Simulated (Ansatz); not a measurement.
# InSe: the cost of one run

Computed with Ansatz 0.2.0 (DFT PBE, scalar-relativistic, plane waves, PAW, unless a step's input says otherwise).

6 further runs of the same task are left out: 6 set aside as unsound or not needed. Runs told in other sessions of the task aren't counted.

### 1 The structure to begin with

Symmetry: C2/m, No. 12, monoclinic system. Conventional cell: a = 11.487 Å, b = 4.125 Å, c = 5.708 Å, α = 90.00°, β = 108.24°, γ = 90.00°. Around In (site symmetry m) lie 3 Se at 2.69 to 2.72 Å and 1 In at 2.83 Å. Around Se (site symmetry m) lie 3 In at 2.69 to 2.72 Å.

As a file:

```
CELL_PARAMETERS angstrom
5.74189 -2.06238 -0.13064
5.74189 2.06238 -0.13064
-1.66235 0.00000 5.46037
ATOMIC_POSITIONS crystal
In 0.88790 0.88790 0.05330
In 0.11210 0.11210 0.94670
Se 0.66633 0.66633 0.69521
Se 0.33367 0.33367 0.30479
```

It is the result of an earlier relaxation at this level (volume 32.11 Å³/atom; gap on the mesh: 1.08 eV).

### 2 What is varied

The energy is mapped over two normal modes frozen in (zone-centre modes of the cell shown, which folds in the wave vector (0, 0, 1/2) of the primitive cell).

- amplitude of mode 4 (11 cm⁻¹), largest displacement: 11 values from −0.70 to 0.70 Å
- amplitude of mode 5 (14 cm⁻¹), largest displacement: 11 values from −0.509 to 0.509 Å

Nothing else is relaxed (the cell and all other modes fixed). Energies count from the relaxed high-symmetry cell. Points are written as (first, second).

The modes come from a phonon run on the reference cell, made beforehand.

The patterns, per unit of each coordinate (Å):

```tsv
atom	x1	y1	z1	x2	y2	z2
In1	0.000	1.000	0.000	-0.150	0.000	0.989
In2	0.000	-1.000	0.000	0.150	0.000	-0.989
In3	0.000	-1.000	0.000	0.150	0.000	-0.989
In4	0.000	1.000	0.000	-0.150	0.000	0.989
Se5	0.000	-0.966	0.000	0.146	0.000	-0.980
Se6	0.000	0.966	0.000	-0.146	0.000	0.980
Se7	0.000	0.966	0.000	-0.146	0.000	0.980
Se8	0.000	-0.966	0.000	0.146	0.000	-0.980
```

### 3 The run at (−0.56 Å, −0.509 Å)

Contents of input.yaml:

```yaml
crystal:
  lattice:
    - [0.0, -4.12475815, 0.0]
    - [-5.7418854069, -2.062379075, 0.1306417556]
    - [-2.4171919175, -2.062379075, -10.7900958884]
  atoms:
    - { symbol: In, position: [1.0169413741, 0.7180600244, 0.5195882989] }
    - { symbol: In, position: [0.7588605341, 0.2836395642, 0.9271082961] }
    - { symbol: In, position: [-0.0169413741, 0.7819399756, -0.0195882989] }
    - { symbol: In, position: [0.2411394659, 0.2163604358, 0.5728917039] }
    - { symbol: Se, position: [0.5419433206, 0.5471438354, 0.1065728029] }
    - { symbol: Se, position: [0.7907152016, -0.017254663, 0.6982209803] }
    - { symbol: Se, position: [0.4580566794, 0.9528561646, 0.3934271971] }
    - { symbol: Se, position: [0.2092847984, 0.517254663, 0.8017790197] }
basis:
  ecutwfc: 420
kpoints:
  mp_grid: { grid: [8, 8, 8] }
hamiltonian:
  xc: pbe
  pseudopotentials: { kind: paw, azcp: { folder: soft_1 } }
scf:
  occupations: { method: gaussian, width: 0.05 }
output:
  forces: true
  stress: true
  eigenvalues: true
```

The run is started by

```console
$ ansatz run input.yaml --threads 4 --pin off --max-ram 8192MiB --backend cpu --events-out ev --progress --plain --runs-dir out
```

What time and memory should one allow on 4 threads of Intel Xeon 6975P-C (Granite Rapids), shared host?

About 35 s, with a peak of 2.8 GiB.
